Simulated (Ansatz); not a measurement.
# SnSe (F-43m) in Ansatz: further runs, part 2 of 2

Ansatz 0.2.0.

### 4 Band structure, r2SCAN50

input reads:

```
crystal:
  lattice:
    - [0.0, 3.39084, 3.39084]
    - [3.39084, 0.0, 3.39084]
    - [3.39084, 3.39084, 0.0]
  atoms:
    - { symbol: Sn, position: [0.0, 0.0, 0.0] }
    - { symbol: Se, position: [0.75, 0.75, 0.75] }
hamiltonian:
  xc: r2scan50
  pseudopotentials: { kind: paw }
kpoints:
  mp_grid: { grid: [4, 4, 4] }
  band_path:
    path:
      - [[0.0, 0.0, 0.0], [0.5, 0.0, 0.5], [0.5, 0.25, 0.75], [0.375, 0.375, 0.75], [0.0, 0.0, 0.0], [0.5, 0.5, 0.5], [0.625, 0.25, 0.625], [0.5, 0.25, 0.75], [0.5, 0.5, 0.5], [0.375, 0.375, 0.75]]
      - [[0.625, 0.25, 0.625], [0.5, 0.0, 0.5]]
    npoints: 4
scf:
  occupations: { method: fermi_dirac, width: 0.05 }
  n_extra_bands: 6
output:
  forces: true
  stress: true
  eigenvalues: true
  fatbands: false
```

Potentials or basis: Ansatz PAW.

The program printed:

```text
Warning: output.stress: scf.convergence.dr2_threshold = 1e-7 eV (the SCF's general default) is looser than the 2e-10 eV advised for a printed stress (1e-10 eV for each atom of the cell: 2). What an SCF threshold leaves in a stress goes as its square root, and in the free energy as the threshold itself, and one threshold admits the most on a small cell: of the crystals measured, under no hybrid functional and no lock of the moments, on runs that ended without the residual-converged pass, on stresses that held no estimate of that error, the worst erred by over 100 MPa in a component at 1e-7 eV an atom and by under 5 at 1e-10. Set scf.convergence.dr2_threshold to 2e-10 eV or tighter. The threshold is an SCF's pass mark: one that does not reach it within its budget of iterations ends unconverged, or closes short of it on a stop that the run arms, and scf.convergence.dr2_threshold's page says what that costs each kind of run
Warning: output.stress: scf.exx.energy_threshold = 1e-6 eV is looser than the 2e-8 eV advised for a stress under a hybrid functional (1e-8 eV for each atom of the cell: 2). Every SCF of the exchange loop can meet its threshold on dr2 while the loop round them stops early: no threshold on dr2 bounds what that leaves in the stress. Set scf.exx.energy_threshold to 2e-8 eV or tighter. The threshold is the loop's pass mark: a loop that does not reach it within its budget of cycles ends unconverged, and scf.exx.energy_threshold's page has the law
scf.n_extra_bands = 6 over 15 filled bands (N_el = 30.0): the run solves 21 bands
GPUs: using 1 of 1 available (devices: 1).
Engine: ansatz 0.2.0, x86_64-unknown-linux-gnu
Pseudopotentials: kind: paw
Pseudopotential: Sn, paw, valence charge 14, recommended cutoff 500 eV (meta_gga), Sn.paw.azcp
Pseudopotential: Se, paw, valence charge 16, recommended cutoff 500 eV (meta_gga), Se.paw.azcp
Functional definition: r2SCAN50
  parameter a = 0.5
  parameter k0 = 0.174
  parameter k1 = 0.065
  parameter a1 = 4.9479
  exchange = (1 - a)*r2scan_x(k0 = k0, k1 = k1, a1 = a1) + a*exact_x
  correlation = r2scan_c
device memory: the entry about to start is reckoned to put 1.4 GiB on a device that reports 37.6 GiB free (of which the cap on the GPU budget leaves the run 18.0 GiB)
GPU FFT provider: cuFFT
GPU libraries: cuBLAS 13.8.2, cuFFT 12.4.0, cuSOLVER 12.3.4
Crystal: 2 atoms, lattice volume = 77.974 Å³
Basis set: ecut = 500 eV, 1989 PW (Γ), exchange–correlation on 144×144×144 points (64 copies of the dense FFT grid, shifted against one another)
Bands: 21, of which v1, the nominal top of the filled ones, is band 15 counted from 1 (14 counted from 0)
Symmetry: 24 space group operations
Space group: F-43m (ITA 216), of the structure as read, at distance tolerance 4.3e-5 Å
k-points: 8 of 64 (time reversal used)
Non-local potential: Sn, projectors of the file, l = 0: 2, l = 1: 2, l = 2: 2, l = 3: 2
Non-local potential: Se, projectors of the file, l = 0: 2, l = 1: 2, l = 2: 3, l = 3: 1
PAW form: soft (Blöchl's): semilocal exchange-correlation on the pseudo side does not see the compensation charge
[... 84 lines left out ...]
hybrid outer 4: dexx = +5.930e-9 eV, tail = 4.09e-9 eV, Δε = 1.87e-4 eV (about 5.05e-5 eV left of the loop's levels), ΔF = 3.70e-17 eV/Å (tail 2.66e-17)
device memory: the entry about to start is reckoned to put 0.8 GiB on a device that reports 32.3 GiB free (of which the cap on the GPU budget leaves the run 18.0 GiB)
NSCF: frozen V_eff on 42 k-points, pencils in batches of 32, up to order 96
hybrid SCF converged: 4 outer / 20 inner (+8 warm-up), last move |dexx| = 5.93e-9 eV, tail = 4.09e-9 eV
Stability not checked: this state was not tested for a lower state beside it, because the functional holds exact exchange (a hybrid, or Hartree-Fock), whose exchange loop this test does not read (fock_operator; see scf.lower_state_search)
Free energy (F): -11515.138172 eV
Frozen-core exchange: fock
Harris-Foulkes:  -11515.138172 eV  (|F-HF|=1.06e-9)
Internal energy: -11515.138172 eV  (E = F + TS)
E sigma→0 (E₀):  -11515.138172 eV
Fermi energy:    5.149334 eV
--- Per-component energies (eV) ---
  E_band       = -772.101187
  E_kinetic    = 299.692272
  E_local      = -4169.726445  (includes V_loc(G=0)·N_el)
  E_nonlocal   = -631.690796
  E_hartree    = 2118.506594
  E_xc         = -253.809301
  E_vxc        = -111.012043  (∫ρ·V_xc dr)
  E_exx        = -233.280723  (= α·E_x^exact, valence–valence)
  E_paw        = -6061.344108  (= ΣΔE_a)
  E_vpaw       = 66.101066  (= ΣTr[D̂ρ^β])
  E_aug_tail   = -0.000214  (compensation charges beyond the density's cutoff)
  E_vtau       = 4.083605  (kinetic-family band-sum trace: ∫τ·v_τ [+ j·A + Jᵃ·Aᵃ] dr)
  E_ewald      = -2581.553357
  E_core_change = -1.932092  (= ΣΔE_core)
  E_smearing   = -0.000000  (= −TS)
  E_closure    = -0.000002  (closes the sum)
  Σ components = -11515.138172   (vs F -11515.138172, Δ=0.00e0)
--- Forces (eV/Å), atoms counted from 1 ---
  atom   1  Sn     0.00000000    -0.00000000     0.00000000
  atom   2  Se    -0.00000000     0.00000000     0.00000000
  max |Σ_I F_I| component: 2.04e-16 eV/Å
--- Stress (GPa, compression-positive) ---
       -1.189820      -0.000000      -0.000000
       -0.000000      -1.189820       0.000000
       -0.000000       0.000000      -1.189820
  P = ⅓ Tr σ = -1.1898 GPa (-11.898 kbar)
--- Band table (eV; the first three rows and the last of 8) ---
  k-point 0: bands = ["-51.8524", "-51.8524", "-51.8524", "-51.8492", "-51.8492", "-22.6710", "-22.6710", "-22.6710", "-22.6487", "-22.6487", "-12.1901", "-2.2973", "1.0667", "1.0667", "1.0667", "7.8734", "7.8734", "7.8734", "11.1537", "14.4392", "14.4392"]
  k-point 1: bands = ["-51.8524", "-51.8524", "-51.8524", "-51.8491", "-51.8491", "-22.6719", "-22.6690", "-22.6690", "-22.6489", "-22.6489", "-11.9249", "-3.7403", "0.7238", "0.7238", "1.6126", "8.2163", "8.4339", "8.4339", "12.7455", "13.5330", "13.5330"]
  k-point 2: bands = ["-51.8524", "-51.8524", "-51.8524", "-51.8491", "-51.8491", "-22.6730", "-22.6673", "-22.6673", "-22.6488", "-22.6488", "-11.6121", "-4.8242", "0.4401", "0.4401", "1.5037", "8.7362", "8.7362", "9.9586", "12.8013", "14.1698", "14.8436"]
  k-point 7: bands = ["-51.8525", "-51.8524", "-51.8524", "-51.8490", "-51.8490", "-22.6757", "-22.6658", "-22.6632", "-22.6504", "-22.6482", "-11.3985", "-5.1245", "-0.7849", "-0.6115", "4.1343", "8.0164", "8.5846", "10.5406", "12.1916", "14.4967", "15.7167"]
```

bands.tsv:

```text
# k_distance	band_0	band_1	band_2	band_3	band_4	band_5	band_6	band_7	band_8	band_9	band_10	band_11	band_12	band_13	band_14	band_15	band_16	band_17	band_18	band_19	band_20
# fermi_ev = 5.149332
[... 58 lines left out ...]
5.783565	-57.001779	-57.001763	-57.001744	-56.998389	-56.998366	-27.827016	-27.812847	-27.812696	-27.800680	-27.796736	-16.552141	-10.302636	-5.762268	-5.469977	-1.660348	1.313234	5.664449	5.883726	6.915509	9.189788	10.482562
5.865456	-57.001779	-57.001758	-57.001758	-56.998378	-56.998376	-27.827494	-27.812529	-27.812485	-27.800894	-27.796575	-16.551535	-10.312623	-5.600683	-5.516996	-1.786891	1.060316	5.989676	6.068689	7.031138	8.991214	10.999731
5.947347	-57.001769	-57.001762	-57.001762	-56.998382	-56.998369	-27.827667	-27.812415	-27.812415	-27.800966	-27.796519	-16.551676	-10.315812	-5.532969	-5.532969	-1.850094	0.980371	6.134855	6.134855	7.046718	8.930406	11.319012
```

Run time: 49 s. Hardware: 1 × NVIDIA H100 80GB HBM3 with 2 threads of AMD EPYC 7R13 (Zen 3), shared host; peak memory 2.3 GiB.

What came out:

```
Free energy             : -11515.1382 eV
Pressure                : -1.2 GPa
Band gap on the k mesh  : 2.00 eV, indirect (least direct gap 2.83 eV)
Band gap along the path : 2.00 eV, indirect (least direct gap 2.83 eV)
```

Levels at the corners of the path, in eV from the valence-band top:
```tsv
point	band 13	band 14	band 15	band 16	band 17	band 18
Γ	-3.07	-3.07	-3.07	3.74	3.74	3.74
X	-4.52	-4.52	-0.84	2.00	7.15	7.15
W	-4.92	-4.75	0.00	3.88	4.45	6.41
K	-5.05	-4.28	-0.57	3.28	5.92	6.30
Γ	-3.07	-3.07	-3.07	3.74	3.74	3.74
L	-3.69	-3.69	-2.63	4.60	4.60	5.82
U	-5.05	-4.28	-0.57	3.28	5.92	6.30
W	-4.92	-4.75	0.00	3.88	4.45	6.41
L	-3.69	-3.69	-2.63	4.60	4.60	5.82
K	-5.05	-4.28	-0.57	3.28	5.92	6.30
U	-5.05	-4.28	-0.57	3.28	5.92	6.30
X	-4.52	-4.52	-0.84	2.00	7.15	7.15
```

Caveat: spin-orbit coupling is left out, which moves the levels of the heavy elements; the PAW data sets come from PBE, with cores solved anew for the run's functional, which leaves a small shift of forces and pressure; the thresholds are loose for stress.

### 5 Band structure, HF

input: that of step 4 with these lines changed.

```diff
@@ -9,3 +9,3 @@
 hamiltonian:
-  xc: r2scan50
+  xc: hf
   pseudopotentials: { kind: paw }
```

Potentials or basis: Ansatz PAW.

The program printed:

```text
Warning: output.stress: scf.convergence.dr2_threshold = 1e-7 eV (the SCF's general default) is looser than the 2e-10 eV advised for a printed stress (1e-10 eV for each atom of the cell: 2). What an SCF threshold leaves in a stress goes as its square root, and in the free energy as the threshold itself, and one threshold admits the most on a small cell: of the crystals measured, under no hybrid functional and no lock of the moments, on runs that ended without the residual-converged pass, on stresses that held no estimate of that error, the worst erred by over 100 MPa in a component at 1e-7 eV an atom and by under 5 at 1e-10. Set scf.convergence.dr2_threshold to 2e-10 eV or tighter. The threshold is an SCF's pass mark: one that does not reach it within its budget of iterations ends unconverged, or closes short of it on a stop that the run arms, and scf.convergence.dr2_threshold's page says what that costs each kind of run
Warning: output.stress: scf.exx.energy_threshold = 1e-6 eV is looser than the 2e-8 eV advised for a stress under a hybrid functional (1e-8 eV for each atom of the cell: 2). Every SCF of the exchange loop can meet its threshold on dr2 while the loop round them stops early: no threshold on dr2 bounds what that leaves in the stress. Set scf.exx.energy_threshold to 2e-8 eV or tighter. The threshold is the loop's pass mark: a loop that does not reach it within its budget of cycles ends unconverged, and scf.exx.energy_threshold's page has the law
scf.n_extra_bands = 6 over 15 filled bands (N_el = 30.0): the run solves 21 bands
GPUs: using 1 of 1 available (devices: 1).
Engine: ansatz 0.2.0, x86_64-unknown-linux-gnu
Pseudopotentials: kind: paw
Pseudopotential: Sn, paw, valence charge 14, recommended cutoff 420 eV (normal), Sn.paw.azcp
Pseudopotential: Se, paw, valence charge 16, recommended cutoff 420 eV (normal), Se.paw.azcp
Functional definition: HF
  exchange = exact_x
  correlation = 0
device memory: the entry about to start is reckoned to put 0.9 GiB on a device that reports 36.0 GiB free (of which the cap on the GPU budget leaves the run 18.0 GiB)
GPU FFT provider: cuFFT
GPU libraries: cuBLAS 13.8.2, cuFFT 12.4.0, cuSOLVER 12.3.4
Crystal: 2 atoms, lattice volume = 77.974 Å³
Basis set: ecut = 420 eV, 1471 PW (Γ)
Bands: 21, of which v1, the nominal top of the filled ones, is band 15 counted from 1 (14 counted from 0)
Symmetry: 24 space group operations
Space group: F-43m (ITA 216), of the structure as read, at distance tolerance 4.3e-5 Å
k-points: 8 of 64 (time reversal used)
Non-local potential: Sn, projectors of the file, l = 0: 2, l = 1: 2, l = 2: 2, l = 3: 2
Non-local potential: Se, projectors of the file, l = 0: 2, l = 1: 2, l = 2: 3, l = 3: 1
PAW form: soft (Blöchl's): semilocal exchange-correlation on the pseudo side does not see the compensation charge
PAW frozen core: Sn, regenerated for the run's functional, and the local potential with it (the file was generated under x = pbe(κ = 0.804, μ = 0.2195149727645171), c = pbe(β = 0.06672455060314922))
PAW frozen core: Se, regenerated for the run's functional, and the local potential with it (the file was generated under x = pbe(κ = 0.804, μ = 0.2195149727645171), c = pbe(β = 0.06672455060314922))
PAW one-centre angular grid: Sn, 590 points (default); XC on 64 Gauss nodes
PAW one-centre angular grid: Se, 590 points (default); XC on 64 Gauss nodes
Initial density: superposition of atomic densities (neutral atoms: chi_scale 0, normalization atom), corrected by the library's trained network
Initial wavefunctions: pseudopotential atomic-orbital guess
GPU buffer pool allocated for 46656 grid points (all kernels)
GPU transforms: local potential and band sums: pruned to the plane-wave sphere, on 36×36×36
Functional: x = pbe(κ = 0.804, μ = 0.2195149727645171), c = none, warm-up for x = 0 pbe(κ = 0.804, μ = 0.2195149727645171) + 1 exact, c = none
SCF iter   1: F=—  HF=-11375.616880 eV  |F-HF|=—  |Δ(HF+E_count)|=         —  Δρ=3.75e-3  dr2=9.74e-3  ethr=1.77e-3  ⟨swp⟩=12.8  Hψ=824  notcnv=0
preconditioner: auto → none  [metal: Δε(μ)=0.109 eV  Ē_g=10.094 eV  σ=0.050 eV  W_gap=0.48  n_scr=14 (ndim 8)  ℏωp=13.3 eV  f_vac=0.199  D(μ)=0.96/eV (n_scr^D=0)  sad-step TF]
SCF iter   2: F=—  HF=-11375.608139 eV  |F-HF|=—  |Δ(HF+E_count)|=   8.74e-3  Δρ=1.74e-3  dr2=3.65e-3  ethr=3.25e-5  ⟨swp⟩=4.2  Hψ=509  notcnv=0  defer=1
[... 71 lines left out ...]
SCF iter   5: F=—  HF=-11394.435112 eV  |F-HF|=—  |Δ(HF+E_count)|=   3.62e-8  Δρ=4.83e-6  dr2=4.38e-8  ethr=2.81e-10  ⟨swp⟩=4.0  Hψ=378  notcnv=0
SCF iter   6: F=-11394.435112 eV  HF=-11394.435112 eV  |F-HF|=3.32e-9  |Δ(HF+E_count)|=  1.36e-10  Δρ=1.90e-6  dr2=4.99e-9  ethr=8.51e-11  ⟨swp⟩=3.5  Hψ=421  notcnv=0
SCF 5 converged in 6 iterations: F = -11394.435112 eV  dr2 = 4.99e-9
  Residual-converged pass: ⟨swp⟩=2.9  Hψ=356  notcnv=0  max |occ|·‖R‖ = 2.4e-6 eV (tolerance 2.4e-6 eV)  dr2=4.95e-9  dr2_onsite=7.39e-10  max |Δocc| = 0.0e0
hybrid outer 4: dexx = +9.584e-6 eV, tail = 5.65e-7 eV, Δε = 5.91e-3 eV (about 1.17e-3 eV left of the loop's levels)
GPU FFT provider: cuFFT
GPU libraries: cuBLAS 13.8.2, cuFFT 12.4.0, cuSOLVER 12.3.4
GPU buffer pool allocated for 46656 grid points (all kernels)
GPU transforms: local potential and band sums: pruned to the plane-wave sphere, on 36×36×36
Exchange kernel: α = 1.0000, full range, Wigner–Seitz truncation, v(0) = 10123.5627 eV·Å³, q-mesh 4×4×4, nearest image of the exchange supercell L = 19.18 Å, pair-density grid 20×20×20, without the augmentation charges, whose exchange is taken in its separable form by FFT convolution over the k-point mesh (sized by the pseudopotential files, 27×27×27 at the most), smooth part of the exact exchange by density-matrix convolution in up to 1.97 GiB of GPU memory as planned if the GPU has room (build and FFT work areas not counted)
Frozen-core exchange: fock
SCF iter   1: F=—  HF=-11394.435113 eV  |F-HF|=—  |Δ(HF+E_count)|=         —  Δρ=4.02e-6  dr2=1.46e-8  ethr=9.42e-9  ⟨swp⟩=4.0  Hψ=358  notcnv=0
preconditioner: auto → none  [insulator: Δε(μ)=4.392 eV  Ē_g=15.236 eV  σ=0.050 eV  W_gap=1.00  n_scr=14 (ndim 8)  ℏωp=11.9 eV  f_vac=0.217  D(μ)=0.00/eV (n_scr^D=0)]
SCF iter   2: F=-11394.435113 eV  HF=-11394.435113 eV  |F-HF|=4.44e-9  |Δ(HF+E_count)|=   2.43e-8  Δρ=2.88e-6  dr2=8.62e-9  ethr=2.35e-11  ⟨swp⟩=4.6  Hψ=491  notcnv=0
SCF 6 converged in 2 iterations: F = -11394.435113 eV  dr2 = 8.62e-9
  Residual-converged pass: ⟨swp⟩=2.5  Hψ=284  notcnv=0  max |occ|·‖R‖ = 2.0e-6 eV (tolerance 2.4e-6 eV)  dr2=8.62e-9  dr2_onsite=2.17e-10  max |Δocc| = 0.0e0
hybrid outer 5: dexx = +3.618e-8 eV, tail = 2.08e-8 eV, Δε = 2.66e-4 eV (about 1.60e-4 eV left of the loop's levels), ΔF = 2.78e-17 eV/Å (tail 1.55e-3)
device memory: the entry about to start is reckoned to put 0.6 GiB on a device that reports 30.5 GiB free (of which the cap on the GPU budget leaves the run 18.0 GiB)
NSCF: frozen V_eff on 42 k-points, pencils in batches of 32, up to order 96
hybrid SCF converged: 5 outer / 26 inner (+8 warm-up), last move |dexx| = 3.62e-8 eV, tail = 2.08e-8 eV
Stability not checked: this state was not tested for a lower state beside it, because the functional holds exact exchange (a hybrid, or Hartree-Fock), whose exchange loop this test does not read (fock_operator; see scf.lower_state_search)
Free energy (F): -11394.435113 eV
Frozen-core exchange: fock
Harris-Foulkes:  -11394.435113 eV  (|F-HF|=4.44e-9)
Internal energy: -11394.435113 eV  (E = F + TS)
E sigma→0 (E₀):  -11394.435113 eV
Fermi energy:    6.391573 eV
--- Per-component energies (eV) ---
  E_band       = -891.111801
  E_kinetic    = 298.128194
  E_local      = -4158.985364  (includes V_loc(G=0)·N_el)
  E_nonlocal   = -642.074682
  E_hartree    = 2119.046321
  E_xc         = 0.000000
  E_vxc        = 0.000000  (∫ρ·V_xc dr)
  E_exx        = -467.916260  (= α·E_x^exact, valence–valence)
  E_paw        = -5958.452997  (= ΣΔE_a)
  E_vpaw       = 309.558787  (= ΣTr[D̂ρ^β])
  E_aug_tail   = -0.000578  (compensation charges beyond the density's cutoff)
  E_ewald      = -2581.553357
  E_core_change = -2.626391  (= ΣΔE_core)
  E_smearing   = -0.000000  (= −TS)
  E_closure    = 0.000001  (closes the sum)
  Σ components = -11394.435113   (vs F -11394.435113, Δ=-1.82e-12)
--- Forces (eV/Å), atoms counted from 1 ---
  atom   1  Sn     0.00000000    -0.00000000    -0.00000000
  atom   2  Se    -0.00000000    -0.00000000     0.00000000
  max |Σ_I F_I| component: 9.25e-17 eV/Å
--- Stress (GPa, compression-positive) ---
        3.004475      -0.000000      -0.000000
        0.000000       3.004475       0.000000
       -0.000000       0.000000       3.004475
  P = ⅓ Tr σ = 3.0045 GPa (30.045 kbar)
--- Band table (eV; the first three rows and the last of 8) ---
  k-point 0: bands = ["-58.8098", "-58.8098", "-58.8098", "-58.8053", "-58.8053", "-26.6313", "-26.6313", "-26.6313", "-26.5979", "-26.5979", "-14.6415", "-2.7440", "0.4670", "0.4670", "0.4670", "10.5067", "10.5067", "10.5067", "13.7348", "17.3436", "17.3436"]
  k-point 1: bands = ["-58.8098", "-58.8098", "-58.8098", "-58.8052", "-58.8052", "-26.6318", "-26.6290", "-26.6290", "-26.5983", "-26.5983", "-14.3297", "-4.6677", "0.0993", "0.0993", "1.4035", "10.7579", "11.1063", "11.1063", "15.4527", "16.2976", "16.2976"]
  k-point 2: bands = ["-58.8098", "-58.8098", "-58.8098", "-58.8051", "-58.8051", "-26.6327", "-26.6269", "-26.6269", "-26.5985", "-26.5985", "-13.9603", "-6.0105", "-0.2134", "-0.2134", "1.4016", "11.3944", "11.3944", "12.6822", "15.4324", "17.1649", "17.8140"]
  k-point 7: bands = ["-58.8099", "-58.8098", "-58.8097", "-58.8051", "-58.8051", "-26.6361", "-26.6247", "-26.6221", "-26.6002", "-26.5978", "-13.7087", "-6.3482", "-1.6179", "-1.3523", "4.1782", "10.7757", "11.0853", "13.2835", "15.1107", "17.6241", "18.6248"]
```

It took 38 s on 1 × NVIDIA H100 80GB HBM3 with 2 threads of AMD EPYC 7R13 (Zen 3), shared host; peak memory 1.9 GiB.

What came out:

* Free energy: -11394.4351 eV
* Pressure: 3.0 GPa
* Band gap on the k mesh: 4.39 eV, indirect (least direct gap 5.33 eV)
* Band gap along the path: 4.39 eV, indirect (least direct gap 5.33 eV)

Levels at the corners of the path, in eV from the valence-band top:
```tsv
point	band 13	band 14	band 15	band 16	band 17	band 18
Γ	-3.71	-3.71	-3.71	6.33	6.33	6.33
X	-5.31	-5.31	-0.94	4.39	10.14	10.14
W	-5.80	-5.53	0.00	6.60	6.91	9.11
K	-5.91	-5.04	-0.56	5.73	8.71	9.17
Γ	-3.71	-3.71	-3.71	6.33	6.33	6.33
L	-4.39	-4.39	-2.78	7.22	7.22	8.50
U	-5.91	-5.04	-0.56	5.73	8.71	9.17
W	-5.80	-5.53	0.00	6.60	6.91	9.11
L	-4.39	-4.39	-2.78	7.22	7.22	8.50
K	-5.91	-5.04	-0.56	5.73	8.71	9.17
U	-5.91	-5.04	-0.56	5.73	8.71	9.17
X	-5.31	-5.31	-0.94	4.39	10.14	10.14
```

Caveat: spin-orbit coupling is left out, which moves the levels of the heavy elements; the PAW data sets come from PBE, with cores solved anew for the run's functional, which leaves a small shift of forces and pressure; the thresholds are loose for stress.

### 6 Summary

| level | cutoff (eV) | gap on the mesh (eV) | pressure (GPa) |
| --- | --- | --- | --- |
| r2SCAN0 | 500 | 1.02 | -1.1 |
| r2SCANh | 500 | 0.47 | -1.0 |
| r2SCAN50 | 500 | 2.00 | -1.2 |
| HF | 420 | 4.39 | 3.0 |

Alike in all rows: task band structure; potentials or basis Ansatz PAW; no spin polarisation; cell as given; k mesh 4 × 4 × 4; smearing fermi-dirac 0.05 eV.

On the cell as given the gap runs from 0.47 eV (r2SCANh) to 4.39 eV (HF). The pressure there spans -1.2 GPa (r2SCAN50) to 3.0 GPa (HF); a positive pressure means that this level wants a larger cell, a negative one a smaller.

Caveats: spin-orbit coupling is left out, which moves the levels of the heavy elements; the PAW data sets come from PBE, with cores solved anew for the run's functional, which leaves a small shift of forces and pressure; the thresholds are loose for stress.

Absolute energies hang on the potentials; compare differences alone.
